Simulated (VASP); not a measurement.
Mn, 1 atom in the cell. The typed cell holds 1 atom: a = 2.639 Å, b = 2.653 Å, c = 2.716 Å, α = 109.32°, β = 110.42°, γ = 108.73°. This isn't the form of Mn at room conditions, which is a 58-atom cubic cell. The cell isn't the ideal one: cell strained at random at fixed volume.

| Item | Value |
| --- | --- |
| Program | VASP 6.6.1 |
| Task | band structure |
| Functional | PBE |
| Dispersion | TS |
| Potentials or basis | VASP PAW PBE potentials, release 64 (Mn_sv_GW) |
| Cutoff | 600 eV |
| k mesh | 12 × 12 × 12 |
| Occupations | fermi-dirac, width 0.02 eV |
| Spin | collinear spin, ferromagnetic start |
| Starting moments | [4.0] μB |
| Hubbard terms | Mn d U = 3.5 eV |
| Further INCAR settings | ALGO = Normal; EDIFF = 1e-06 |

Potentials or basis: VASP PAW PBE potentials, release 64 (Mn_sv_GW).

Command:

```bash
$ cat potpaw_PBE.64/Mn_sv_GW/POTCAR > POTCAR
$ mpirun -np 1 vasp_std > vasp.out
```

Hardware: 1 thread of Intel(R) Xeon(R) Platinum 8488C (Sapphire Rapids) (shared host).

Task: How long does it take, and how much memory?

Result: Run time: 4.2 min on 1 thread of Intel(R) Xeon(R) Platinum 8488C (Sapphire Rapids), with other jobs on the host, peak memory 0.69 GiB. Counts: scf iterations 22, k points 868.
